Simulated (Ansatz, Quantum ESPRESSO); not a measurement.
# Ag: changing the pressure

The cell as given:

```
Ag
1.0
     0.00000    2.04275    2.04275
     2.04275    0.00000    2.04275
     2.04275    2.04275    0.00000
Ag
1
Direct
  0.00000 0.00000 0.00000
```

Kept alike: task relaxation of cell and atoms; functional PBEsol; k mesh 11 × 11 × 11; occupations fermi-dirac, width 0.05 eV; no spin polarisation. Program: Quantum ESPRESSO, SSSP 1.3 efficiency PBE, cutoff 939 eV. The mesh is that of the run's cell of 1 atom. No spin-orbit coupling.

| run | volume (Å³/atom) |
| --- | --- |
| A | 15.464 |
| B | 14.717 |
| C | 16.538 |
| D | 15.943 |
| E | 16.284 |

The relaxations keep at least the cell's symmetry (Fm-3m). For a metal such a mesh leaves the last digits unconverged. Runs of this series that gave no sound value for these columns are left out. The runs follow the start's structure, whether or not it is the stable one at these pressures. P is the pressure aimed at, which the runs meet within some hundredths to tenths of a GPa. All rows use potentials made for PBE.

Q: The runs differ in the pressure alone: 0; 2; 5; 10; 20 GPa. Which run is which?

A: Run A is 10 GPa; run B is 20 GPa; run C is 0 GPa; run D is 5 GPa; run E is 2 GPa. The volume falls from 16.538 to 14.717 Å³/atom between 0 and 20 GPa. The volume falls ever more slowly, since the solid stiffens under load. At the pressures aimed at, which the runs meet within some tenths of a GPa, the step from 0 to 5 GPa gives a mean bulk modulus near 136 GPa, the last step 202 GPa. A twin series (Ansatz, all-electron LAPW, scalar-relativistic) moves it by -1.8536 between 0 and 20, against -1.8210 Å³/atom here.
